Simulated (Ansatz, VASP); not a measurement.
## One calculation of KF, two programs

```xyz
2
Lattice="0.0000 2.5817 2.6785 2.4914 0.0000 2.6785 2.4914 2.5817 0.0000" Properties=species:S:1:pos:R:3 pbc="T T T"
K     0.0000    0.0000    0.0000
F     2.4914    2.5817    2.6785
```

Change from the starting cell: normal strain along x -0.0350, normal strain along z +0.0375.

Alike in both runs: task single point; functional LDA; k mesh 8 × 8 × 8; occupations gaussian, width 0.05 eV; no spin polarisation.

|  | VASP | Ansatz |
| --- | --- | --- |
| version | VASP 6.6.1 | Ansatz 0.2.0 |
| potentials or method | VASP PAW LDA potentials, release 64 (K_sv, F) | scalar-relativistic, plane waves, PAW |
| plane-wave cutoff (eV) | 520 | 520 |
| valence electrons in the cell | 16 | 16 |

|  | VASP | Ansatz | Ansatz less VASP |
| --- | --- | --- | --- |
| gap on the k mesh at the Fermi level (eV) | 6.21 | 6.23 | +0.021 |
| least direct gap on the mesh (eV) | 6.21 | 6.23 | +0.021 |
| pressure (GPa) | 0.7 | 0.4 | -0.26 |
| largest component of the traceless stress (GPa) | 3.23 | 3.07 | -0.164 |

A k mesh can miss the band edges.
